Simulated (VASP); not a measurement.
# GaN (P6_3mc) in VASP: further runs, part 2 of 2

VASP 6.6.1. Earlier steps stand in the parts before.

### 4 Relaxation of cell and atoms, PBEsol

INCAR reads:

```
SYSTEM = GaN
PREC = Accurate ; ENCUT = 600
EDIFF = 1E-6 ; ISMEAR = 0
SIGMA = 0.03 ; LREAL = .FALSE.
LASPH = .TRUE. ; NELM = 80
ALGO = Normal ; ISIF = 3
LWAVE = .FALSE. ; LCHARG = .FALSE.
GGA = PS ; IBRION = 2
NSW = 90 ; EDIFFG = -0.01
KPAR = 2
```

KPOINTS reads:

```
Automatic mesh
0
G
  12 12 5
  0 0 0
```

POSCAR reads:

```
GaN
1.0
    3.1800000000      0.0000000000      0.0000000000
   -1.5900000000      2.7539607840      0.0000000000
    0.0000000000      0.0000000000      5.1660000000
Ga N
2 2
Direct
    0.3333333333      0.6666666667      0.0000000000
    0.6666666667      0.3333333333      0.5000000000
    0.3333333333      0.6666666667      0.3750000000
    0.6666666667      0.3333333333      0.8750000000
```

Potentials or basis: VASP PAW PBE potentials, release 64 (Ga_d, N).

On the command line:

```sh
cat potpaw_PBE.64/Ga_d/POTCAR potpaw_PBE.64/N/POTCAR > POTCAR
mpirun -np 2 vasp_std > vasp.out
```

OUTCAR:

```text
SYSTEM = GaN
   PREC = Accurate
   ENCUT = 600
   EDIFF = 1E-6
   ISMEAR = 0
   LREAL = .FALSE.
   LASPH = .TRUE.
   NELM = 80
   ISIF = 3
   GGA = PS
   IBRION = 2
   NSW = 90
   EDIFFG = -0.01

 ion  position               nearest neighbor table
   1  0.333  0.667  0.000-   3 1.94   4 1.95   4 1.95   4 1.95
   2  0.667  0.333  0.500-   4 1.94   3 1.95   3 1.95   3 1.95
   3  0.333  0.667  0.375-   1 1.94   2 1.95   2 1.95   2 1.95
   4  0.667  0.333  0.875-   2 1.94   1 1.95   1 1.95   1 1.95

  LATTYP: Found a hexagonal cell.
 ALAT       =     3.1800000000
 C/A-ratio  =     1.6245283019

  Lattice vectors:

[... 376 lines left out ...]

 number of electron      35.9999995 magnetization

 Free energy of the ion-electron system (eV)
  ---------------------------------------------------
  ext. energy  EPLUGINS =         0.00000000
  ---------------------------------------------------
  free energy    TOTEN  =       -26.27184170 eV

  energy without entropy =      -26.27184170  energy(sigma->0) =      -26.27184170

 E-fermi :   5.3983     XC(G=0): -11.9404

 val. band max:        5.2616840383   @ k =   0.0000   0.0000   0.0000
 cond. band min:       7.1673374434   @ k =   0.0000   0.0000   0.0000
 fundamental gap:      1.9056534052
 Fermi energy:         5.3982610603

 k-point     1 :       0.0000    0.0000    0.0000
  band No.  band energies     occupation
      1     -10.7769      2.00000
      2      -9.8005      2.00000
      3      -8.1478      2.00000
      4      -8.1314      2.00000
      5      -8.1314      2.00000
      6      -8.0682      2.00000
[... 589 lines left out ...]
     21      12.3022      0.00000
     22      13.4429      0.00000

 [... further k-points ...]
[... 5 lines left out ...]
  --------------------------------------------------------------------------------------
  -------------------------------------------------------------------------------------
  Total        0.0083653      0.0083653     -0.0128466      0.0000000      0.0000000      0.0000000
  in kB        0.2953046      0.2953046     -0.4534988      0.0000000      0.0000000      0.0000000
  external PRESSURE =       0.0457035 kB  Pullay stress =       0.0000000 kB
[... 19 lines left out ...]
  FREE ENERGIE OF THE ION-ELECTRON SYSTEM (eV)
  ---------------------------------------------------
  free  energy   TOTEN  =       -26.2718416976 eV

  energy  without entropy=      -26.2718416976  energy(sigma->0) =      -26.27184170

 reached required accuracy - stopping structural energy minimisation
```

CONTCAR:

```text
GaN
   1.00000000000000
     3.1796023881761544    0.0000000000000000    0.0000000000000000
    -1.5898011940880772    2.7536164420597178    0.0000000000000000
    -0.0000000000000000   -0.0000000000000000    5.1837589817442176
  Ga              N
     2     2
Direct
     0.3333333332999970    0.6666666667000030    0.9992962203268597
     0.6666666667000030    0.3333333332999970    0.4992962203268597
     0.3333333332999970    0.6666666667000030    0.3757037796731403
     0.6666666667000030    0.3333333332999970    0.8757037796731403

  0.00000000E+00  0.00000000E+00  0.00000000E+00
  0.00000000E+00  0.00000000E+00  0.00000000E+00
  0.00000000E+00  0.00000000E+00  0.00000000E+00
  0.00000000E+00  0.00000000E+00  0.00000000E+00
```

It took 52 s on 2 MPI ranks of Intel Xeon 6975P-C (Granite Rapids), shared host; peak memory 0.21 GiB.

What came out:

```yaml
Free_energy: -26.2718 eV
Relaxed_volume: 11.35 Å³/atom
Relaxed_cell: a = 3.180 Å, b = 3.180 Å, c = 5.184 Å, α = 90.00°, β = 90.00°, γ = 120.00°
Space_group_after_relaxing_to_0.05_Å: P6_3mc (No. 186)
Energy_gained_by_relaxing: 0.5 meV/atom
Ionic_steps: 6
Pressure_after_relaxing: 0.0 GPa
Largest_force_after_relaxing: 0.006 eV/Å
Band_gap_on_the_k_mesh: 1.91 eV, direct
```

Forces on the atoms (eV/Å):
```
Ga   0.000  0.000 -0.006
Ga   0.000  0.000 -0.006
N    0.000  0.000  0.006
N    0.000  0.000  0.006
```

Step by step:
```tsv
step	energy change (eV)	largest force (eV/Å)	pressure (GPa)	volume (Å³)
1	0.0000	0.1309	0.66	45.24
2	-0.0005	0.0880	-0.50	45.54
3	-0.0020	0.0103	0.08	45.40
4	-0.0019	0.0049	-0.09	45.41
5	-0.0020	0.0059	0.15	45.37
6	-0.0020	0.0064	0.00	45.39
```

Final structure:
```cif
data_structure
_symmetry_space_group_name_H-M 'P 1'
_symmetry_Int_Tables_number 1
_cell_length_a 3.1796
_cell_length_b 3.1796
_cell_length_c 5.1838
_cell_angle_alpha 90.000
_cell_angle_beta 90.000
_cell_angle_gamma 120.000
_cell_volume 45.39
loop_
_atom_site_label
_atom_site_type_symbol
_atom_site_fract_x
_atom_site_fract_y
_atom_site_fract_z
_atom_site_occupancy
Ga1 Ga 0.33333 0.66667 0.99930 1
Ga2 Ga 0.66667 0.33333 0.49930 1
N1 N 0.33333 0.66667 0.37570 1
N2 N 0.66667 0.33333 0.87570 1
```

Caveat: the PAW data sets were made with another functional, which shifts forces and pressure a little.

### 5 Relaxation of cell and atoms, PBEsol

This run uses another cell than the first one, of 11.35 Å³/atom, 1.003 times its volume.

INCAR reads:

```
SYSTEM = GaN
PREC = Accurate ; ENCUT = 600
EDIFF = 1E-7 ; ISMEAR = 0
SIGMA = 0.03 ; LREAL = .FALSE.
LASPH = .TRUE. ; NELM = 80
ALGO = Normal ; ISIF = 3
LWAVE = .FALSE. ; LCHARG = .FALSE.
GGA = PS ; IBRION = 2
NSW = 90 ; EDIFFG = -0.005
KPAR = 2
```

KPOINTS is that of step 4.

POSCAR reads:

```
GaN                                     
1.0
    3.1796023882      0.0000000000      0.0000000000
   -1.5898011941      2.7536164421      0.0000000000
   -0.0000000000     -0.0000000000      5.1837589817
  Ga              N             
     2     2
Direct
     0.3333333332999970    0.6666666667000030    0.9992962203268597
     0.6666666667000030    0.3333333332999970    0.4992962203268597
     0.3333333332999970    0.6666666667000030    0.3757037796731403
     0.6666666667000030    0.3333333332999970    0.8757037796731403
```

On the command line:

```sh
cat potpaw_PBE.64/Ga_d/POTCAR potpaw_PBE.64/N/POTCAR > POTCAR
mpirun -np 2 vasp_std > vasp.out
```

Run time: 26 s. Hardware: 2 MPI ranks of Intel Xeon 6975P-C (Granite Rapids), shared host; peak memory 0.21 GiB.

The run converged. Its results:

```
Free energy                            : -26.2721 eV
Relaxed volume                         : 11.35 Å³/atom
Relaxed cell                           : a = 3.180 Å, b = 3.180 Å, c = 5.183 Å, α = 90.00°, β = 90.00°, γ = 120.00°
Space group after relaxing (to 0.05 Å) : P6_3mc (No. 186)
Energy gained by relaxing              : 0.0 meV/atom
Ionic steps                            : 2
Pressure after relaxing                : 0.0 GPa
Band gap on the k mesh                 : 1.91 eV, direct
```

Forces in eV/Å, atoms in the order of the input:
```
Ga   0.000  0.000 -0.002
Ga   0.000  0.000 -0.002
N    0.000  0.000  0.002
N    0.000  0.000  0.002
```

Final structure:
```
CELL_PARAMETERS angstrom
3.18023 0.00000 0.00000
-1.59012 2.75416 0.00000
0.00000 0.00000 5.18322
ATOMIC_POSITIONS crystal
Ga 0.33333 0.66667 0.99924
Ga 0.66667 0.33333 0.49924
N 0.33333 0.66667 0.37576
N 0.66667 0.33333 0.87576
```

Levels at points of the mesh, in eV from the valence-band top:
```csv
k point,band 14,band 15,band 16,band 17,band 18,band 19,band 20,band 21,band 22
"(0.00, 0.00, 0.00)",-1.05,-1.05,-0.05,0.00,0.00,1.91,4.23,9.12,9.83
"(0.50, 0.00, 0.00)",-5.36,-4.28,-2.79,-2.26,-1.02,4.95,5.53,5.95,8.59
```

Caveat: the PAW data sets were made with another functional, which shifts forces and pressure a little.
